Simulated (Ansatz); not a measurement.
## How the gap and the level of N_C in C (Fd-3m) follow the exchange fraction

Question: how much does the share of exact exchange change the (+1/0) level of N_C in C (Fd-3m), and what does each choice cost? Model: a cell of 128 host atoms with 1 C taken out and 1 N put in.

Program: Ansatz 0.2.0. Level of theory: plane-wave PAW DFT; relaxations with PBEsol, then single points with HSE06 form with several shares of exact exchange, on supercells at fixed charge in a uniform background. Results are calculated unless marked as measured.

Report form: the programs' logs are mostly left out.

### 1. Starting point

The cell holds 128 atoms: 127 C and 1 N. Cell: a = 10.052 Å, b = 10.052 Å, c = 10.052 Å, α = 60.0°, β = 60.0°, γ = 60.0°. It derives from C (space group Fd-3m). Nearest the centre at fractional (0.500, 0.500, 0.500): N85 at 0.00 Å, C84 at 1.54 Å, C78 at 1.54 Å, C54 at 1.54 Å, C86 at 1.54 Å, C55 at 2.51 Å, C61 at 2.51 Å, C53 at 2.51 Å. The cell carries charge +1.

Screening for the image-charge correction: ε∞ = 5.87, ε0 = 5.87, computed on the host (DFPT, PBEsol).

The cell's shortest repeat is 10.1 Å.

### 2. Relaxing both charge states, PBEsol

The study needs fixed structures, so each charge is relaxed once, at one point at (¼, ¼, ¼), from small random displacements that break the symmetry of the site.

qp1.relax/input.yaml reads:

```yaml
crystal:
  lattice:
    - [0.0, 1.77688097, 1.77688097]
    - [1.77688097, 0.0, 1.77688097]
    - [1.77688097, 1.77688097, 0.0]
  atoms:
    - { symbol: C, position: [0.0, 0.0, 0.0] }
    - { symbol: C, position: [0.25, 0.25, 0.25] }
  supercell: [4, 4, 4]
  defects: [{ substitution: { at: 84, symbol: "N" } }]
total_charge: 1
basis:
  ecutwfc: 420
  xc_grid: 2
hamiltonian:
  xc: pbesol
  pseudopotentials: { kind: paw, azcp: { folder: soft_1 }, xc_functional: pbe }
kpoints:
  mp_grid: { grid: [1, 1, 1], shift: [0.25, 0.25, 0.25] }
scf:
  occupations: { method: fixed }
  max_iter: 100
output:
  forces: true
  charged_corrections:
    epsilon: 5.87
    static_epsilon: 5.87
    defect_position: [0.5, 0.5, 0.5]
relax:
  f_tol: 0.015
  max_steps: 60
  random_displacement: { amplitude: 0.04, seed: 1506 }
checkpoint:
  write: "../qp1.relax.run"
  compress: false
  write_wavefunctions: true
  write_every: 100000
```

On the command line:

```console
$ ansatz run input.yaml --threads 32 --pin off --max-ram 84787MiB --backend cuda --events-out ev --progress --plain --runs-dir out --max-vram 78GiB
```

Run time: 4 s. Hardware: 1 × NVIDIA GB200 with 32 threads of Arm Neoverse V2, shared host; peak memory 1.4 GiB; 17 s of CPU time.

The steps of the relaxation:

| step | energy less that of the first step (eV) | largest force component (eV/Å) |
| --- | --- | --- |
| 1 | 0.0000 | 2.9328 |
| 2 | -3.9411 | 1.4796 |
| 3 | -4.7792 | 0.0769 |
| 4 | -4.7658 | 0.1172 |
| 5 | -4.7808 | 0.0140 |

Relaxation step 4 was tried and not accepted.

The atoms that moved most (Å, from the sites as typed, ahead of the random displacement):

```
atom      dx      dy      dz  length
 C86   0.008   0.008   0.008   0.014
 C78  -0.007   0.007  -0.007   0.012
 C84  -0.006  -0.007   0.006   0.011
 C54   0.006  -0.007  -0.006   0.011
 C83   0.001   0.001  -0.008   0.008
 C53  -0.008   0.001   0.001   0.008
 C77   0.001  -0.008   0.001   0.008
 C87  -0.001  -0.002  -0.007   0.007
```

Neighbours of N85 at the end:

```
atom  distance (Å)
 C54         1.550
 C84         1.550
 C78         1.551
 C86         1.551
 C87         2.510
C117         2.510
 C93         2.510
 C61         2.511
C115         2.511
 C79         2.511
 C91         2.511
 C55         2.511
C109         2.511
 C53         2.513
 C83         2.513
 C77         2.513
```

```
charge  moment set (μB)  steps  largest displacement (Å)  time
     0                1     12                      0.24  16 s
    +1                0      5                      0.01   4 s
```

The relaxation ends 37 meV an atom lower than the displaced start, with a largest force component of 0.014 eV/Å.

### 3. First setting: 0.1

Exact exchange opens the gap of the host. A level of a localised state need not follow either band edge, so its distance to each edge changes.

qp1.a10/input.yaml reads:

```yaml
crystal:
  checkpoint: "../qp1.relax.run"
  host: checkpoint
total_charge: 1
basis:
  ecutwfc: 420
  xc_grid: 2
hamiltonian:
  xc: { preset: hse06, exx: 0.1 }
  pseudopotentials: { kind: paw, azcp: { folder: soft_1 } }
kpoints:
  mp_grid: { grid: [1, 1, 1], shift: [0.25, 0.25, 0.25] }
scf:
  occupations: { method: fixed }
  max_iter: 100
output:
  forces: true
  charged_corrections:
    epsilon: 5.87
    static_epsilon: 5.87
    defect_position: [0.5, 0.5, 0.5]
  eigenvalues: true
  eigenstates: { localisation: true }
checkpoint:
  read: "../qp1.relax.run"
  write: "../qp1.a10.run"
  compress: false
  write_wavefunctions: false
  write_every: 100000
```

The job ended after 6.6 s (1 × NVIDIA GB200 with 32 threads; peak memory 2.1 GiB).

Both charges and the host at this setting go to place-levels, which corrects for the image charge and aligns the potentials.

levels.a10.yaml reads:

```yaml
host:
  run: host.a10.run
states: [q0_M1.a10.run, qp1.a10.run]
geometry_from:
  q0_M1.a10.run: q0_M1.relax.run
  qp1.a10.run: qp1.relax.run
  host.a10.run: host.relax.run
```

On the command line:

```console
$ ansatz place-levels levels.a10.yaml -- --threads 32 --pin off --max-ram 84787MiB
```

Elapsed: 0.18 s, on 32 threads.

At this setting the gap is 4.576 eV and (+1/0) lies 2.933 eV above the valence top.

### 4. The other settings

In the defect's inputs only the studied keys change. The next input; the others follow the same pattern (0.25, 0.3 and 0.4):

qp1.a20/input.yaml, as its differences from qp1.a10/input.yaml of step 3:

```diff
@@ -8,3 +8,3 @@
 hamiltonian:
-  xc: { preset: hse06, exx: 0.1 }
+  xc: { preset: hse06, exx: 0.2 }
   pseudopotentials: { kind: paw, azcp: { folder: soft_1 } }
@@ -25,3 +25,3 @@
   read: "../qp1.relax.run"
-  write: "../qp1.a10.run"
+  write: "../qp1.a20.run"
   compress: false
```

### 5. Result against cost

Times of the states on 1 × NVIDIA GB200 with 32 threads of Arm Neoverse V2, shared host; the host is run again at each setting:

| share of exact exchange | gap (eV) | (+1/0) above the valence top (eV) | under the conduction bottom (eV) | time, both charge states | time, host and placing | peak memory of a state (GiB) |
| --- | --- | --- | --- | --- | --- | --- |
| 0.1 | 4.576 | 2.933 | 1.642 | 24 s | 44 s | 2.6 |
| 0.2 | 5.037 | 3.181 | 1.855 | 24 s | 49 s | 2.5 |
| 0.25 | 5.270 | 3.306 | 1.964 | 24 s | 41 s | 2.6 |
| 0.3 | 5.505 | 3.432 | 2.073 | 25 s | 42 s | 2.7 |
| 0.4 | 5.979 | 3.685 | 2.294 | 25 s | 43 s | 2.6 |

### 6. Summary of results

```
(plus 1/0) level, 0.1              : 2.93 eV
(plus 1/0) level, 0.2              : 3.18 eV
(plus 1/0) level, 0.25             : 3.31 eV
(plus 1/0) level, 0.3              : 3.43 eV
(plus 1/0) level, 0.4              : 3.69 eV
slope of the gap among the hybrids : 0.47 eV per 0.1 of exact exchange
```

**Reading.** From a share of 0.1 to 0.4 the gap opens from 4.58 to 5.98 eV and (+1/0) moves from 2.93 to 3.69 eV above the valence top. Among the hybrids, by fitted slopes, the level takes 54 % of the gap's opening, between the two edges, as a localised state does. The atoms were held at the semilocal structure, so a distortion that exact exchange would bring is missing. The program warns that hybrid band edges depend on the exchange mesh, which was not varied here; the gaps and slopes may carry that error. Only the charges 0 and +1 were run, each from one start, so (+1/0) need not be a change between stable states. Left out, since run at other k-points: 0 (PBEsol). Keep in mind: one k-point off the zone centre stands for the whole zone; the structures are those of PBEsol; force components of up to 0.37 eV/Å remain in a run at the final settings.

[Logs are printed without paths, hosts, clocks, repeated set-up lines and the standing remarks that a program may print on its own settings, such as how far it seeks lower states.]

[Hosts, paths, dates, database ids (printed as entryN), source tags and the programs' standing remarks are cut or masked in the printed files.]

[Where a table of states has a column of steps, it counts the stored structures, which are thinned; the runs took as many ionic steps or more.]

[For some hosts the program warned that the k-mesh of the response run may be too coarse for force constants and the static dielectric constant; such warnings are not shown here.]
